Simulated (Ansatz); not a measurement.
A single-point calculation of GeSi built on the wurtzite prototype with Ansatz, at the level HSE06. The cell was relaxed with r2SCAN and then strained (epitaxial -1.5 % in the xy plane, free normal strain +0.50 %), with the atoms relaxed again with r2SCAN; k points keep the names of the unstrained zone.

```yaml
crystal:
  lattice:
    - [3.847840746, 0.0, 0.0]
    - [-1.923920373, 3.3323278358, 0.0]
    - [0.0, 0.0, 6.4797694384]
  atoms:
    - { symbol: Ge, position: [0.3333333333, 0.6666666667, 0.0017321383] }
    - { symbol: Ge, position: [0.6666666667, 0.3333333333, 0.5017321383] }
    - { symbol: Si, position: [0.3333333333, 0.6666666667, 0.3732678617] }
    - { symbol: Si, position: [0.6666666667, 0.3333333333, 0.8732678617] }
kpoints:
  mp_grid: { grid: [6, 6, 4] }
  band_path:
    path:
      - [0.0, 0.0, 0.0]
      - [0.5, 0.0, 0.0]
      - [0.3333333333, 0.3333333333, 0.0]
      - [0.0, 0.0, 0.5]
      - [0.5, 0.0, 0.5]
      - [0.3333333333, 0.3333333333, 0.5]
    npoints: 1
hamiltonian:
  xc: hse06
scf:
  occupations: { method: fixed }
  n_extra_bands: 5
output:
  forces: true
  stress: true
  eigenvalues: true
```

The output follows, shortened, with numbered blanks.
```
Functional definition: HSE06
Crystal: 4 atoms, lattice volume = 83.085 Å³
[1]
Bands: 23, of which v1, the nominal top of the filled ones, is band 18 counted from 1 (17 counted from 0)
Symmetry: 12 space group operations
Space group: P63mc (ITA 186)
k-points: 21 of 144 (time reversal used)
[warm-up without exact exchange]
SCF 1 stopped early in 3 iterations: F = -9861.322505 eV  dr2 = 1.76e-5
[exact exchange on]
Exchange kernel: α = 0.2500, screened, ω = 0.2079 Å⁻¹, Wigner–Seitz truncation, v(0) = 1046.6518 eV·Å³, q-mesh 6×6×4
SCF 2 stopped early in 7 iterations: F = -9864.114478 eV  dr2 = 3.66e-7
hybrid outer 1: dexx = +1.325e-2 eV, tail = 5.05e-5 eV
SCF 3 converged in 5 iterations: F = -9864.114868 eV  dr2 = 6.39e-10
hybrid outer 2: dexx = +9.154e-7 eV, tail = 2.01e-8 eV, Δε = 2.97e-3 eV, ΔF = 9.15e-4 eV/Å
Free energy (F): -9864.114866 eV
[2]
--- Forces (eV/Å), atoms counted from 1 ---
  atom   1  Ge      0.00000      0.00000    -0.00829
  atom   2  Ge      0.00000      0.00000    -0.00829
  atom   3  Si      0.00000      0.00000      0.00831
  atom   4  Si      0.00000      0.00000      0.00831
--- Stress (GPa, compression-positive) ---
        3.787755       0.000000       0.000000
        0.000000       3.787755       0.000000
        0.000000       0.000000       0.106237
  P = ⅓ Tr σ = 2.5606 GPa (25.606 kbar)
--- Band table (eV; the first three rows and the last of 21) ---
[3]
```

The rows of the band table are 0: (0, 0, 0) = Γ, 1: (0, 0, 1/4), 2: (0, 0, -1/2) = A, 20: (1/3, 1/3, -1/2) = H.

**Question.** Fill in the blanks. They hold the Fermi energy and the band table, cutoff and plane waves at Γ.

**Answer.**
```
[1]
Basis set: ecut = 420 eV, 1641 PW (Γ)
[2]
Fermi energy:    7.755068 eV
[3]
  k-point 0: bands = […, -0.6812, 6.0647, 6.0647, 7.2362, 7.7551, 7.7551, 9.1343, 9.9860, 10.5222, 10.5222, …]
  k-point 1: bands = […, 0.3759, 5.2492, 6.2416, 6.2416, 7.3887, 7.3887, 9.3429, 10.7930, 10.8768, 10.8768, …]
  k-point 2: bands = […, 2.5934, 2.5934, 6.7352, 6.7352, 6.7352, 6.7352, 9.9441, 9.9441, 11.6233, 11.6233, …]
  k-point 20: bands = […, -0.9352, -0.9352, 2.6682, 2.6682, 5.2784, 5.2784, 9.6517, 9.6517, 12.0356, 12.0356, …]
```
Only the leading digits can be foreseen; the rest is this run's record.

The HSE06 gap is indirect, 0.99 eV (Γ to M), below the direct gap of 1.38 eV at Γ. With the atoms held, the mean pressure is +2.6 GPa (compression positive). (The program warns that its thresholds are loose for a hybrid's stress.)

The calculation is spin-unpolarised, and the structure need not be a phase that has been made.

Spin-orbit coupling is left out.

The meshes of the hybrids are coarse, so their gaps aren't converged to the digits shown.
